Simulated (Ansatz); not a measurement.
# Al3GaN4: the cost of one run

Computed with Ansatz 0.2.0 (DFT PBEsol, scalar-relativistic, plane waves, PAW, unless a step's input says otherwise).

2 further runs of the same task are left out: 2 set aside as unsound or not needed.

## Step 1: Starting point

The structure is cubic, space group P-43m (No. 215). The conventional cell has a = 4.407 Å, b = 4.407 Å, c = 4.407 Å, α = 90.00°, β = 90.00°, γ = 90.00°. Al (site symmetry -42m) has 4 N at 1.90 Å as nearest neighbours. Ga (site symmetry -43m) is surrounded by 4 N at 1.95 Å. N (site symmetry 3m) has 3 Al at 1.90 Å and 1 Ga at 1.95 Å as nearest neighbours.

As a file:

```xyz
8
Lattice="4.4070 0.0000 0.0000 0.0000 4.4070 0.0000 0.0000 0.0000 4.4070" Properties=species:S:1:pos:R:3 pbc="T T T"
Al    2.2035    2.2035    0.0000
Al    2.2035    0.0000    2.2035
Al    0.0000    2.2035    2.2035
Ga    0.0000    0.0000    0.0000
N     3.2819    3.2819    1.1251
N     3.2819    1.1251    3.2819
N     1.1251    3.2819    3.2819
N     1.1251    1.1251    1.1251
```

It goes back to an entry of the Materials Project, which need not be the stable form.

It is the result of an earlier relaxation at this level (volume 10.70 Å³/atom; gap on the mesh: 3.32 eV).

## Step 2: Zero strain

Contents of input.yaml:

```yaml
crystal:
  lattice:
    - [4.4069948456, 0.0, 0.0]
    - [0.0, 4.4069948456, 0.0]
    - [0.0, 0.0, 4.4069948456]
  atoms:
    - { symbol: Al, position: [0.5, 0.5, 0.0] }
    - { symbol: Al, position: [0.5, 0.0, 0.5] }
    - { symbol: Al, position: [0.0, 0.5, 0.5] }
    - { symbol: Ga, position: [0.0, 0.0, 0.0] }
    - { symbol: "N", position: [0.7447077177, 0.7447077177, 0.2552922823] }
    - { symbol: "N", position: [0.7447077177, 0.2552922823, 0.7447077177] }
    - { symbol: "N", position: [0.2552922823, 0.7447077177, 0.7447077177] }
    - { symbol: "N", position: [0.2552922823, 0.2552922823, 0.2552922823] }
basis:
  ecutwfc: 420
kpoints:
  mp_grid: { grid: [6, 6, 6] }
hamiltonian:
  xc: pbesol
scf:
  occupations: { method: gaussian, width: 0.02 }
output:
  forces: true
  stress: true
  eigenvalues: true
```

Started as:

```
ansatz run input.yaml --threads 2 --pin off --max-ram 5120MiB --backend cpu --events-out ev --progress --plain --runs-dir out
```

Q: Estimate wall time and peak memory on 2 threads of Arm Neoverse V1, shared host.

About 3.3 s, with a peak of 0.33 GiB.
